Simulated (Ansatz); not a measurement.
**Si: stress in a strained cell**

Si is deformed so: equal xy, yz and zx engineering shear strains of +2 %. What stress and forces result, by LAPW, PAW and all-electron datasets made for the crystal?

Program: Ansatz 0.2.0. Level of theory: DFT PBE, scalar-relativistic. These are calculated values, not measurements.

### 1 The structure to begin with

The structure is cubic, space group Fd-3m (No. 227). Conventional cell: a = 5.431 Å, b = 5.431 Å, c = 5.431 Å, α = 90.00°, β = 90.00°, γ = 90.00°. Si (site symmetry -43m) has 4 Si at 2.35 Å as nearest neighbours.

Structure file:

```
Si
1.0
     0.00000    2.71547    2.71547
     2.71547    0.00000    2.71547
     2.71547    2.71547    0.00000
Si
2
Cartesian
  2.7155 2.7155 2.7155
  4.0732 4.0732 4.0732
```

Atoms are numbered in the order of the input: Si1, Si2.

### 2 The deformed structure

Space group Fd-3m before, R-3m after.

### 3 Full-potential LAPW

input.yaml reads:

```yaml
crystal:
  lattice:
    - [0.0543094, 2.7426247, 2.7426247]
    - [2.7426247, 0.0543094, 2.7426247]
    - [2.7426247, 2.7426247, 0.0543094]
  atoms:
    - { symbol: Si, position: [0.5, 0.5, 0.5] }
    - { symbol: Si, position: [0.75, 0.75, 0.75] }
kpoints:
  mp_grid: { grid: [12, 12, 12] }
scf:
  occupations: { method: fermi_dirac, width: 0.08 }
hamiltonian:
  xc: pbe
  pseudopotentials: { kind: all_electron, lapw: { basis_error: 0.00025 } }
output:
  forces: true
  stress: true
  eigenvalues: true
```

### 4 PAW on the default files

input.yaml: that of step 3 with these lines changed.

```diff
@@ -14,3 +14,3 @@
   xc: pbe
-  pseudopotentials: { kind: all_electron, lapw: { basis_error: 0.00025 } }
+  pseudopotentials: { kind: paw }
 output:
@@ -19 +19,2 @@
   eigenvalues: true
+  efg: { contact_densities: true }
```

### 5 Datasets made for this crystal

input.yaml: that of step 4 with these lines changed.

```diff
@@ -14,3 +14,3 @@
   xc: pbe
-  pseudopotentials: { kind: paw }
+  pseudopotentials: { kind: all_electron, datasets: crystal }
 output:
```

(Steps that only read results are left out.)

**Question.** What will these runs give? Wanted: pressure; largest shear or deviatoric stress.

**Answer**, as computed:

| quantity | value |
| --- | --- |
| pressure | LAPW 2.11, PAW 2.15, crystal datasets 2.11 GPa |
| largest shear or deviatoric stress (LAPW) | 2.01 GPa |

**Reading.** The largest part of the stress beyond the pressure is 2.01 GPa in size; the atoms are carried along and not relaxed. No run of the undeformed cell stands beside it, so the pressure holds what the given cell had before the change. PAW: stress within 0.04 GPa of LAPW, forces within 1 meV/Å. Crystal datasets: stress within 0.01 GPa of LAPW, forces within 1 meV/Å.
